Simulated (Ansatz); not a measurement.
**Rh: freezing in a mode**

This session takes Rh and sets out to trace the energy along mode 6.

Program: Ansatz 0.2.0. Level of theory: DFT PBEsol, scalar-relativistic, plane waves, PAW. These are calculated values, not measurements.

3 further runs of the same task are left out: 3 set aside as unsound or not needed.

### Step 1. The system as given

The structure is hexagonal, space group P6_3/mmc (No. 194). Conventional cell: a = 2.689 Å, b = 2.689 Å, c = 4.329 Å, α = 90.00°, β = 90.00°, γ = 120.00°. Rh (site symmetry -6m2) has 12 Rh at 2.66 to 2.69 Å as nearest neighbours.

Structure file:

```xyz
2
Lattice="2.6887 0.0000 0.0000 -1.3444 2.3285 0.0000 0.0000 0.0000 4.3290" Properties=species:S:1:pos:R:3 pbc="T T T"
Rh    1.3444    0.7762    3.2468
Rh    0.0000    1.5523    1.0823
```

It goes back to an entry of the Materials Project, which need not be the stable form.

This cell was relaxed beforehand with the same method: volume 13.55 Å³/atom, gap on the mesh none (metal).

### Step 2. Zero of energy

The reference gives a free energy of -12677.4286 eV, pressure 0.12 GPa, largest force 0.000 eV/Å and gap on the mesh none (metal). It was computed beforehand with the settings of the runs below.

### Step 3. Next: freezing in a mode

Mode 6 of the phonon run on this cell, counted from the lowest, is frozen in: each atom moves by x times its row below, so x is the largest displacement.

```
atom     ux     uy      uz
 Rh1  0.000  0.000   1.000
 Rh2  0.000  0.000  -1.000
```

### Step 4. x = -0.120 Å

input.yaml reads:

```yaml
crystal:
  lattice:
    - [2.6887360848, 0.0, 0.0]
    - [-1.3443680424, 2.3285137535, 0.0]
    - [0.0, 0.0, 4.3290202437]
  atoms:
    - { symbol: Rh, position: [0.6666666667, 0.3333333333, 0.7222801019] }
    - { symbol: Rh, position: [0.3333333333, 0.6666666667, 0.2777198981] }
basis:
  ecutwfc: 420
kpoints:
  mp_grid: { grid: [24, 24, 14] }
hamiltonian:
  xc: pbesol
scf:
  occupations: { method: gaussian, width: 0.15 }
output:
  forces: true
  stress: true
  eigenvalues: true
```

The run is started by

```bash
$ ansatz run input.yaml --threads 2 --pin off --max-ram 5120MiB --backend cpu --events-out ev --progress --plain --runs-dir out
```

### Step 5. Point x = 0.090 Å

Changes to input.yaml since step 4:

```diff
@@ -6,4 +6,4 @@
   atoms:
-    - { symbol: Rh, position: [0.6666666667, 0.3333333333, 0.7222801019] }
-    - { symbol: Rh, position: [0.3333333333, 0.6666666667, 0.2777198981] }
+    - { symbol: Rh, position: [0.6666666667, 0.3333333333, 0.7707899236] }
+    - { symbol: Rh, position: [0.3333333333, 0.6666666667, 0.2292100764] }
 basis:
```

### Step 6. x = -0.060 Å

Changes to input.yaml since step 5:

```diff
@@ -6,4 +6,4 @@
   atoms:
-    - { symbol: Rh, position: [0.6666666667, 0.3333333333, 0.7707899236] }
-    - { symbol: Rh, position: [0.3333333333, 0.6666666667, 0.2292100764] }
+    - { symbol: Rh, position: [0.6666666667, 0.3333333333, 0.736140051] }
+    - { symbol: Rh, position: [0.3333333333, 0.6666666667, 0.263859949] }
 basis:
```

### Step 7. At x = 0.030 Å

Changes to input.yaml since step 6:

```diff
@@ -6,4 +6,4 @@
   atoms:
-    - { symbol: Rh, position: [0.6666666667, 0.3333333333, 0.736140051] }
-    - { symbol: Rh, position: [0.3333333333, 0.6666666667, 0.263859949] }
+    - { symbol: Rh, position: [0.6666666667, 0.3333333333, 0.7569299745] }
+    - { symbol: Rh, position: [0.3333333333, 0.6666666667, 0.2430700255] }
 basis:
```

### Step 8. At x = 0.105 Å

Changes to input.yaml since step 7:

```diff
@@ -6,4 +6,4 @@
   atoms:
-    - { symbol: Rh, position: [0.6666666667, 0.3333333333, 0.7569299745] }
-    - { symbol: Rh, position: [0.3333333333, 0.6666666667, 0.2430700255] }
+    - { symbol: Rh, position: [0.6666666667, 0.3333333333, 0.7742549108] }
+    - { symbol: Rh, position: [0.3333333333, 0.6666666667, 0.2257450892] }
 basis:
```

### Step 9. At x = 0.075 Å

Changes to input.yaml since step 8:

```diff
@@ -6,4 +6,4 @@
   atoms:
-    - { symbol: Rh, position: [0.6666666667, 0.3333333333, 0.7742549108] }
-    - { symbol: Rh, position: [0.3333333333, 0.6666666667, 0.2257450892] }
+    - { symbol: Rh, position: [0.6666666667, 0.3333333333, 0.7673249363] }
+    - { symbol: Rh, position: [0.3333333333, 0.6666666667, 0.2326750637] }
 basis:
```

### Step 10. At x = 0.045 Å

Changes to input.yaml since step 9:

```diff
@@ -6,4 +6,4 @@
   atoms:
-    - { symbol: Rh, position: [0.6666666667, 0.3333333333, 0.7673249363] }
-    - { symbol: Rh, position: [0.3333333333, 0.6666666667, 0.2326750637] }
+    - { symbol: Rh, position: [0.6666666667, 0.3333333333, 0.7603949618] }
+    - { symbol: Rh, position: [0.3333333333, 0.6666666667, 0.2396050382] }
 basis:
```

### Step 11. x = 0.015 Å

Changes to input.yaml since step 10:

```diff
@@ -6,4 +6,4 @@
   atoms:
-    - { symbol: Rh, position: [0.6666666667, 0.3333333333, 0.7603949618] }
-    - { symbol: Rh, position: [0.3333333333, 0.6666666667, 0.2396050382] }
+    - { symbol: Rh, position: [0.6666666667, 0.3333333333, 0.7534649873] }
+    - { symbol: Rh, position: [0.3333333333, 0.6666666667, 0.2465350127] }
 basis:
```

(Steps that only read results are left out.)

What does the calculation give? Wanted: harmonic wavenumber of the mode.

The runs gave:

```
                                          quantity     value
                   harmonic wavenumber of the mode  253 cm⁻¹
the same from the force at an amplitude of 0.015 Å  253 cm⁻¹
```

In words: The force at the smallest amplitude gives 253 cm⁻¹ against 253 cm⁻¹ from the phonon run, so the curve is close to a parabola there. No sampled point lies below the undisturbed cell.
